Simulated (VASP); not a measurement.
Computed with SCAN meta-GGA, VASP's PBE PAW potentials (set 64) (plane waves; VASP).

VASP ran on this input.

**INCAR**
```
ENCUT = 520
SYSTEM = LaAlO3
LREAL = F   ! projection in real space or not
LWAVE = F
LMAXMIX = 6   ! l cut-off of mixed one-centre charges
ISMEAR = 0
EDIFF = 1E-6   ! SCF stop (eV)
METAGGA = SCAN
NELM = 100
SIGMA = 0.05   ! width (eV)
IBRION = 2   ! conjugate gradients
LCHARG = F
LMIXTAU = T
ISIF = 3   ! ions, shape and volume
EDIFFG = -0.02   ! ionic stop
LASPH = T
ALGO = Normal
NSW = 60
PREC = Accurate
```

**KPOINTS**
```
Automatic
0
Gamma
5 5 5
0 0 0
```

POSCAR:
```
LaAlO3
1.0
  3.7713465549   0.0000000000   0.0000000000
  0.0000000000   3.7713465549   0.0000000000
  0.0000000000   0.0000000000   3.7713465549
La Al O
1 1 3
Direct
  0.0000000000   0.0000000000   0.0000000000
  0.5000000000   0.5000000000   0.5000000000
  0.5000000000   0.0000000000   0.5000000000
  0.0000000000   0.5000000000   0.5000000000
  0.5000000000   0.5000000000   0.0000000000
```

POTCAR, in this order: La Al O (PBE.64 set). Program: vasp_std.

Output

### OUTCAR
```
 ion  position               nearest neighbor table
   1  0.000  0.000  0.000-   3 2.67   4 2.67   5 2.67   3 2.67   4 2.67   4 2.67   5 2.67   4 2.67
                             3 2.67   5 2.67   3 2.67   5 2.67   2 3.27   2 3.27   2 3.27   2 3.27
   2  0.500  0.500  0.500-   3 1.89   4 1.89   5 1.89   5 1.89   3 1.89   4 1.89   1 3.27   1 3.27
                             1 3.27   1 3.27   1 3.27   1 3.27   1 3.27   1 3.27
   3  0.500  0.000  0.500-   2 1.89   2 1.89   1 2.67   1 2.67   1 2.67   1 2.67
   4  0.000  0.500  0.500-   2 1.89   2 1.89   1 2.67   1 2.67   1 2.67   1 2.67
   5  0.500  0.500  0.000-   2 1.89   2 1.89   1 2.67   1 2.67   1 2.67   1 2.67
  LATTYP: Found a simple cubic cell.
 ALAT       =     3.7713465549
 Subroutine PRICEL returns:
 Original cell was already a primitive cell.
 Subroutine GETGRP returns: Found 48 space group operations
The static configuration has the point symmetry O_h .
The dynamic configuration has the point symmetry O_h .
 Subroutine INISYM returns: Found 48 space group operations
 Subroutine IBZKPT returns following result:
 Found     10 irreducible k-points:

 Following reciprocal coordinates:
            Coordinates               Weight
  0.000000  0.000000  0.000000      1.000000
  0.200000  0.000000  0.000000      6.000000
  0.400000  0.000000  0.000000      6.000000
  0.200000  0.200000  0.000000     12.000000
  0.400000  0.200000  0.000000     24.000000
  0.400000  0.400000  0.000000     12.000000
  0.200000  0.200000  0.200000      8.000000
  0.400000  0.200000  0.200000     24.000000
  0.400000  0.400000  0.200000     24.000000
  0.400000  0.400000  0.400000      8.000000
   k-points           NKPTS =     10   k-points in BZ     NKDIM =     10   number of bands    NBANDS=     20
   number of dos      NEDOS =    301   number of ions     NIONS =      5
   total plane-waves  NPLWV =  21952
   dimension x,y,z NGX =    28 NGY =   28 NGZ =   28
   dimension x,y,z NGXF=    56 NGYF=   56 NGZF=   56
   ions per type =               1   1   3
   PREC   = accura    normal or accurate (medium, high low for compatibility)
   ISTART =      0    job   : 0-new  1-cont  2-samecut
   ICHARG =      2    charge: 1-file 2-atom 10-const
   ISPIN  =      1    spin polarized calculation?
   LNONCOLLINEAR =      F non collinear calculations
   LSORBIT =      F    spin-orbit coupling
   INIWAV =      1    electr: 0-lowe 1-rand  2-diag
   ENCUT  =  520.0 eV  38.22 Ry    6.18 a.u.   7.01  7.01  7.01*2*pi/ulx,y,z
   NELM   =    100;   NELMIN=  2; NELMDL= -5     # of ELM steps
   EDIFF  = 0.1E-05   stopping-criterion for ELM
   LREAL  =      F    real-space projection
   NLSPLINE    = F    spline interpolate recip. space projectors
   LMAXMIX     =    6 max onsite mixed and CHGCAR
   VOSKOWN=      0    Vosko Wilk Nusair interpolation
   EDIFFG = -.2E-01   stopping-criterion for IOM
   NSW    =     60    number of steps for IOM
   NBLOCK =      1;   KBLOCK =     60    inner block; outer block
   IBRION =      2    ionic relax: 0-MD 1-quasi-New 2-CG
   NFREE  =      1    steps in history (QN), initial steepest desc. (CG)
   ISIF   =      3    stress and relaxation
   ISYM   =      2    0-nonsym 1-usesym 2-fastsym
   TEIN   =    0.0    initial temperature
   TEBEG  =    0.0;   TEEND  =   0.0 temperature during run
   SMASS  =  -3.00    Nose mass-parameter (am)
   PSTRESS=    0.0 pullay stress
   NELECT =      32.0000    total number of electrons
   EFERMI =   0.00;   METHOD = LEGACY
   ISMEAR =     0;   SIGMA  =   0.05  broadening in eV -4-tet -1-fermi 0-gaus
   IALGO  =     38    algorithm
   LDIAG  =      T    sub-space diagonalisation (order eigenvalues)
   IMIX   =      4    mixing-type and parameters
     AMIX     =   0.40;   BMIX     =  1.00
     AMIX_MAG =   1.60;   BMIX_MAG =  1.00
     AMIN     =   0.10
   METAGGA = SCAN    functional components
   VOSKOWN =     0    Vosko Wilk Nusair interpolation
   LHFCALC =     F    Hartree Fock is set to
   LHFONE  =     F    Hartree Fock one center treatment
...
```

OSZICAR:
```
       N       E                     dE             d eps       ncg     rms          rms(c)
DAV:   1     0.252971714524E+03    0.25297E+03   -0.14555E+04   448   0.246E+03
DAV:   2    -0.554632949190E+01   -0.25852E+03   -0.23638E+03   460   0.374E+02
DAV:   3    -0.942805376395E+02   -0.88734E+02   -0.85489E+02   628   0.194E+02
DAV:   4    -0.101881013546E+03   -0.76005E+01   -0.75529E+01   648   0.616E+01
DAV:   5    -0.102448101533E+03   -0.56709E+00   -0.56679E+00   600   0.149E+01    0.127E+01
DAV:   6    -0.852769451146E+02    0.17171E+02   -0.18388E+01   592   0.253E+01    0.464E+00
DAV:   7    -0.880607607471E+02   -0.27838E+01   -0.59122E+00   644   0.277E+01    0.293E+00
DAV:   8    -0.885352663077E+02   -0.47451E+00   -0.16814E+00   564   0.142E+01    0.144E+00
DAV:   9    -0.876626251580E+02    0.87264E+00   -0.87897E-01   552   0.891E+00    0.383E-01
DAV:  10    -0.879669523747E+02   -0.30433E+00   -0.18890E-01   656   0.470E+00    0.200E-01
DAV:  11    -0.879882353607E+02   -0.21283E-01   -0.18797E-02   704   0.104E+00    0.171E-01
DAV:  12    -0.879868363769E+02    0.13990E-02   -0.39304E-03   632   0.527E-01    0.131E-01
DAV:  13    -0.879828368686E+02    0.39995E-02   -0.94769E-03   648   0.126E+00    0.148E-01
DAV:  14    -0.879880493409E+02   -0.52125E-02   -0.59923E-03   608   0.111E+00    0.359E-02
DAV:  15    -0.879882785030E+02   -0.22916E-03   -0.60445E-04   632   0.258E-01    0.110E-02
DAV:  16    -0.879882970478E+02   -0.18545E-04   -0.44538E-05   664   0.582E-02    0.989E-03
DAV:  17    -0.879883096645E+02   -0.12617E-04   -0.22033E-05   640   0.446E-02    0.478E-03
DAV:  18    -0.879883140608E+02   -0.43963E-05   -0.14072E-05   696   0.380E-02    0.542E-03
DAV:  19    -0.879883142293E+02   -0.16844E-06   -0.15885E-06   400   0.158E-02
   1 F= -.87988314E+02 E0= -.87988314E+02  d E =-.879883E+02
       N       E                     dE             d eps       ncg     rms          rms(c)
DAV:   1    -0.880095557840E+02   -0.21242E-01   -0.80965E-01   548   0.791E+00    0.115E+00
DAV:   2    -0.879887681422E+02    0.20788E-01   -0.11854E-01   520   0.267E+00    0.297E-01
DAV:   3    -0.879874512734E+02    0.13169E-02   -0.10674E-02   676   0.106E+00    0.107E-01
DAV:   4    -0.879859091008E+02    0.15422E-02   -0.89911E-03   760   0.983E-01    0.968E-02
DAV:   5    -0.879878152007E+02   -0.19061E-02   -0.30853E-03   636   0.666E-01    0.444E-02
DAV:   6    -0.879878822139E+02   -0.67013E-04   -0.19976E-04   616   0.107E-01    0.452E-02
DAV:   7    -0.879874581021E+02    0.42411E-03   -0.48018E-04   488   0.288E-01    0.611E-02
DAV:   8    -0.879877026442E+02   -0.24454E-03   -0.15565E-03   636   0.300E-01    0.724E-02
DAV:   9    -0.879880759506E+02   -0.37331E-03   -0.66252E-04   624   0.311E-01    0.514E-02
DAV:  10    -0.879880595491E+02    0.16401E-04   -0.78102E-05   676   0.885E-02    0.381E-02
DAV:  11    -0.879880351348E+02    0.24414E-04   -0.15620E-05   616   0.294E-02    0.267E-02
DAV:  12    -0.879880364691E+02   -0.13343E-05   -0.50183E-05   608   0.484E-02    0.113E-02
DAV:  13    -0.879880367349E+02   -0.26583E-06   -0.16998E-05   732   0.341E-02    0.224E-03
DAV:  14    -0.879880370688E+02   -0.33392E-06   -0.80765E-07   340   0.669E-03
   2 F= -.87988037E+02 E0= -.87988037E+02  d E =0.277160E-03
       N       E                     dE             d eps       ncg     rms          rms(c)
DAV:   1    -0.879954294320E+02   -0.73927E-02   -0.21855E-01   524   0.417E+00    0.597E-01
DAV:   2    -0.879897955954E+02    0.56338E-02   -0.31828E-02   520   0.148E+00    0.156E-01
DAV:   3    -0.879893698890E+02    0.42571E-03   -0.22480E-03   644   0.518E-01    0.594E-02
DAV:   4    -0.879889448247E+02    0.42506E-03   -0.28858E-03   752   0.564E-01    0.531E-02
DAV:   5    -0.879895396864E+02   -0.59486E-03   -0.76107E-04   624   0.337E-01    0.242E-02
DAV:   6    -0.879895400620E+02   -0.37565E-06   -0.31087E-05   544   0.549E-02    0.281E-02
DAV:   7    -0.879895439778E+02   -0.39158E-05   -0.12474E-04   608   0.105E-01    0.148E-02
DAV:   8    -0.879895588714E+02   -0.14894E-04   -0.24582E-05   728   0.540E-02    0.145E-02
DAV:   9    -0.879895614380E+02   -0.25666E-05   -0.13980E-06   360   0.136E-02    0.126E-02
DAV:  10    -0.879895626385E+02   -0.12005E-05   -0.12534E-05   672   0.263E-02    0.519E-03
DAV:  11    -0.879895643764E+02   -0.17378E-05   -0.30005E-06   472   0.117E-02    0.331E-03
DAV:  12    -0.879895641982E+02    0.17821E-06   -0.44586E-07   244   0.776E-03
   3 F= -.87989564E+02 E0= -.87989564E+02  d E =-.124997E-02
```

OUTCAR:
```
------------------------ aborting loop because EDIFF is reached ----------------------------------------
  FORCE on cell =-STRESS in cart. coord.  units (eV):
  Direction    XX          YY          ZZ          XY          YZ          ZX
  --------------------------------------------------------------------------------------
  Total        0.0050400      0.0050400      0.0050400     -0.0000000     -0.0000000      0.0000000
  in kB        0.1496572      0.1496572      0.1496572     -0.0000000     -0.0000000      0.0000000
  external PRESSURE =       0.1496572 kB  Pullay stress =       0.0000000 kB
  volume of cell :       53.96
      direct lattice vectors                 reciprocal lattice vectors
     3.778741829  0.000000000  0.000000000     0.264638349  0.000000000 -0.000000000
     0.000000000  3.778741829  0.000000000    -0.000000000  0.264638349  0.000000000
     0.000000000 -0.000000000  3.778741829    -0.000000000 -0.000000000  0.264638349
 POSITION                                       TOTAL-FORCE (eV/Angst)
 -----------------------------------------------------------------------------------
      0.00000      0.00000      0.00000        -0.000000      0.000000      0.000000
      1.88937      1.88937      1.88937         0.000000     -0.000000      0.000000
      1.88937     -0.00000      1.88937         0.000000     -0.000000      0.000000
      0.00000      1.88937      1.88937         0.000000     -0.000000      0.000000
      1.88937      1.88937      0.00000         0.000000     -0.000000      0.000000
 -----------------------------------------------------------------------------------
    total drift:                               -0.000000     -0.000000      0.000000
  FREE ENERGIE OF THE ION-ELECTRON SYSTEM (eV)
  ---------------------------------------------------
  free  energy   TOTEN  =       -87.9895641982 eV

  energy  without entropy=      -87.9895641982  energy(sigma->0) =      -87.98956420

 reached required accuracy - stopping structural energy minimisation
```
(Selected blocks of OUTCAR.)

CONTCAR:
```
LaAlO3
   1.00000000000000
     3.7787418290538199    0.0000000000000000    0.0000000000000000
     0.0000000000000000    3.7787418290538199    0.0000000000000000
     0.0000000000000000   -0.0000000000000000    3.7787418290538199
  La              Al              O
     1     1     3
Direct
     0.0000000000000000    0.0000000000000000    0.0000000000000000
     0.5000000000000000    0.5000000000000000    0.5000000000000000
     0.5000000000000000    0.0000000000000000    0.5000000000000000
     0.0000000000000000    0.5000000000000000    0.5000000000000000
     0.5000000000000000    0.5000000000000000    0.0000000000000000
```

### OUTCAR
```
 val. band max:        7.7286131731   @ k =   0.0000   0.0000   0.0000

 cond. band min:      11.8754244545   @ k =   0.0000   0.0000   0.0000


 Fermi energy:         7.9365042780

 k-point     1 :       0.0000    0.0000    0.0000
  band No.  band energies     occupation
      1     -23.5616      2.00000
      2     -11.3415      2.00000
      3      -9.3359      2.00000
      4      -9.3359      2.00000
      5      -6.5973      2.00000
      6      -6.5973      2.00000
      7      -6.5973      2.00000
      8       3.3479      2.00000
      9       3.3479      2.00000
     10       3.3479      2.00000
     11       6.3556      2.00000
     12       6.3556      2.00000
     13       6.3556      2.00000
     14       7.7286      2.00000
     15       7.7286      2.00000
     16       7.7286      2.00000
     17      11.8754      0.00000
     18      11.8754      0.00000
     19      13.3193      0.00000
     20      13.5277      0.00000

 k-point     2 :       0.2000    0.0000    0.0000
  band No.  band energies     occupation
      1     -23.5266      2.00000
      2     -11.4346      2.00000
      3      -9.6762      2.00000
      4      -9.3146      2.00000
      5      -6.5352      2.00000
      6      -6.5352      2.00000
      7      -6.1642      2.00000
      8       3.2719      2.00000
      9       3.2719      2.00000
     10       3.4044      2.00000
     11       5.8752      2.00000
     12       6.1384      2.00000
     13       6.1384      2.00000
     14       6.9874      2.00000
     15       7.4547      2.00000
     16       7.4547      2.00000
     17      12.4220      0.00000
     18      12.5901      0.00000
     19      13.2408      0.00000
     20      13.4373      0.00000

 k-point     3 :       0.4000    0.0000    0.0000
  band No.  band energies     occupation
      1     -23.4688      2.00000
      2     -11.6592      2.00000
      3      -9.9696      2.00000
      4      -9.2796      2.00000
      5      -6.4308      2.00000
...
```

The compound is LaAlO3 in the cubic perovskite structure, the ideal cubic form; the compound distorts at low or room temperature. This run relaxes it. Symmetry was kept, so distortions that lower it aren't found. The start is the result of an earlier pass.
